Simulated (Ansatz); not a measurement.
Input and command of a plane-wave DFT calculation in Ansatz:

```yaml
crystal:
  lattice:
    - [4.982, 0.0, 0.0]
    - [0.0, 4.982, 0.0]
    - [0.0, 0.0, 6.963]
  atoms:
    - { symbol: Si, position: [0.29897, 0.29897, 0.0] }
    - { symbol: Si, position: [0.20103, 0.79897, 0.25] }
    - { symbol: Si, position: [0.70103, 0.70103, 0.5] }
    - { symbol: Si, position: [0.79897, 0.20103, 0.75] }
    - { symbol: O, position: [0.23989, 0.10347, 0.17813] }
    - { symbol: O, position: [0.39653, 0.73989, 0.42813] }
    - { symbol: O, position: [0.76011, 0.89653, 0.67813] }
    - { symbol: O, position: [0.60347, 0.26011, 0.92813] }
    - { symbol: O, position: [0.73989, 0.39653, 0.57187] }
    - { symbol: O, position: [0.89653, 0.76011, 0.32187] }
    - { symbol: O, position: [0.26011, 0.60347, 0.07187] }
    - { symbol: O, position: [0.10347, 0.23989, 0.82187] }
basis:
  ecutwfc: 420
kpoints:
  mp_grid: { grid: [6, 6, 4] }
hamiltonian:
  xc: pbe
scf:
  occupations: { method: gaussian, width: 0.02 }
output:
  forces: true
  stress: true
  eigenvalues: true
relax:
  adjacent_minimum: "off"
  f_tol: 0.01
  max_steps: 40
```

```bash
ansatz run input.yaml --threads 4 --pin off --max-ram 10240MiB --backend cpu --events-out ev --progress --plain --runs-dir out
```

Processor: Intel(R) Xeon(R) Processor @ 2.50GHz (Skylake/Cascade Lake), 4 threads, on a host shared with other jobs.

**Question.** How long does it run, and how much memory does it take?

**Answer.** About 55 s on 4 threads of Intel(R) Xeon(R) Processor @ 2.50GHz (Skylake/Cascade Lake), on a shared host, peak memory 0.61 GiB. It solves 44 bands at 30 k points (the mesh reduced by symmetry) with about 3387 plane waves, in 26 SCF iterations over 5 ionic steps.
